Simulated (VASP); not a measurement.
Wanted: the native input for a VASP 6.6.1 run.

```
Task                   : single point
Functional             : PBE
Potentials or basis    : VASP PAW PBE potentials, release 64 (Ga_d, Sb)
Cutoff                 : 520 eV
k mesh                 : 12 × 12 × 12
Occupations            : gaussian, width 0.1 eV
Spin                   : no spin polarisation
Dipole correction      : no
Further INCAR settings : ALGO = Normal; EDIFF = 1e-06; NBANDS = 16
```

The structure of GaSb (mix) lies in POSCAR:

```
GaSb
1.0
    0.0000000000      3.1070803885      3.1070803885
    3.1070803885      0.0000000000      3.1070803885
    3.1070803885      3.1070803885      0.0000000000
Ga Sb
1 1
Direct
    0.0000000000      0.0000000000      0.0000000000
    0.2500000000      0.2500000000      0.2500000000
```

The input as run:

INCAR

```
SYSTEM = GaSb
PREC = Accurate
ENCUT = 520
EDIFF = 1E-6
ISMEAR = 0
SIGMA = 0.1
LREAL = .FALSE.
LASPH = .TRUE.
NELM = 100
ALGO = Normal
ISIF = 2
LWAVE = .FALSE.
LCHARG = .TRUE.
GGA = PE
LELF = .TRUE.
LVHAR = .TRUE.
NBANDS = 16
```

KPOINTS

```
regular mesh
0
G
  12 12 12
  0 0 0
```

Potentials or basis: VASP PAW PBE potentials, release 64 (Ga_d, Sb).

The run is started by

```sh
$ cat potpaw_PBE.64/Ga_d/POTCAR potpaw_PBE.64/Sb/POTCAR > POTCAR
$ mpirun -np 1 vasp_std > vasp.out
```

Results of the run:

| Item | Value |
| --- | --- |
| Pressure | 0.1 GPa |
| Band gap on the k mesh | none (metal or under the smearing width) |

Caveat: this crystal is a semiconductor, whose small gap the functional closes, so the metal is an error of the method.

Wall time 49 s on 1 thread of AMD EPYC 9R45 (Zen 5), on a shared host, peak memory 0.21 GiB.
